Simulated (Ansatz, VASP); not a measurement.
**P: VASP beside Ansatz**

Contents of INCAR:

```
PREC = Accurate
ENCUT = 520
EDIFF = 1E-8
ISMEAR = -1
SIGMA = 0.05
LREAL = False
LASPH = True
NELM = 100
ALGO = Normal
ISIF = 2
LWAVE = False
LCHARG = False
GGA = PE
LEFG = True
NBANDS = 12
```

The input KPOINTS:

```
regular mesh
0
Gamma
  15 15 8
```

Contents of POSCAR:

```
P
1.0
    2.7865440399      0.0000000000      0.0000000000
   -1.3932720200      2.4132179274      0.0000000000
    0.0000000000      0.0000000000      4.5876880108
P
2
Direct
    0.3333333333      0.6666666667      0.2500000000
    0.6666666667      0.3333333333      0.7500000000
```

Input for Ansatz:

```yaml
crystal:
  lattice:
    - [2.7865440399, 0.0, 0.0]
    - [-1.39327202, 2.4132179274, 0.0]
    - [0.0, 0.0, 4.5876880108]
  atoms:
    - { symbol: P, position: [0.3333333333, 0.6666666667, 0.25] }
    - { symbol: P, position: [0.6666666667, 0.3333333333, 0.75] }
kpoints:
  mp_grid: { grid: [15, 15, 8] }
scf:
  occupations: { method: fermi_dirac, width: 0.05 }
hamiltonian:
  xc: pbe
  pseudopotentials: { kind: paw }
output:
  forces: true
  stress: true
  eigenvalues: true
  efg: { contact_densities: true }
  write_density: true
  write_potential: true
  elf: true
  volumetric_format: npy
```

Change from the starting cell: x and y stretched by +3 %, z held, PAW files.

Alike in both runs: task electric field gradients; functional PBE; k mesh 15 × 15 × 8; occupations fermi-dirac, width 0.05 eV; no spin polarisation.

|  | VASP | Ansatz |
| --- | --- | --- |
| version | VASP 6.6.1 | Ansatz 0.2.0 |
| potentials or method | VASP PAW PBE potentials, release 64 (P) | PAW with Ansatz's default frozen-core files, scalar-relativistic |
| plane-wave cutoff (eV) | 520 | 420 |
| valence electrons in the cell | 10 | 10 |

|  | VASP | Ansatz | Ansatz less VASP |
| --- | --- | --- | --- |
| pressure (GPa) | -5.0 | -4.8 | +0.14 |
| largest component of the traceless stress (GPa) | 2.24 | 2.25 | +0.006 |
| Vzz of the field gradient on the site that differs most (V/Å²) | -1.9 | -1.9 | +0.04 |

The functional is the same, so the differences come from potentials, cutoffs and numerics.
